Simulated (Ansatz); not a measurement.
Runs of Ansatz 0.2.0 on MgS. It takes space group P6_3mc (No. 186, hexagonal). The conventional cell has a = 4.035 Å, b = 4.035 Å, c = 6.432 Å, α = 90.00°, β = 90.00°, γ = 120.00°. Around S (site symmetry 3m) lie 4 Mg at 2.45 to 2.47 Å. Around Mg (site symmetry 3m) lie 4 S at 2.45 to 2.47 Å. The cell comes from a database or a generator and needn't be the stable form of this composition.

| screening (1/Å) | gap on the mesh (eV) | pressure (GPa) | largest force (eV/Å) |
| --- | --- | --- | --- |
| 0.3 | 4.29 | 0.1 | 0.05 |
| 0.1 | (c) | 0.0 | 0.05 |
| 0.15 | 4.66 | 0.0 | 0.05 |
| 0.2 | (a) | 0.0 | 0.05 |
| 0.6 | 3.86 | 0.5 | 0.05 |
| 0.4 | (b) | 0.2 | 0.05 |

Alike in all rows: task single point; level HSE06 form with a typed share of exact exchange; potentials or basis Ansatz PAW; no spin polarisation; cell as given; k mesh 4 × 4 × 2; cutoff (eV) 420; smearing fermi-dirac 0.05 eV; the mesh is coarse, so values aren't converged.

Estimate the missing entries.

(a) 4.52; (b) 4.12; (c) 4.83.

Caveats: all runs use coarse meshes; the PAW data sets come from PBE, with cores solved anew for the run's functional, which leaves a small shift of forces and pressure; the thresholds are loose for stress.

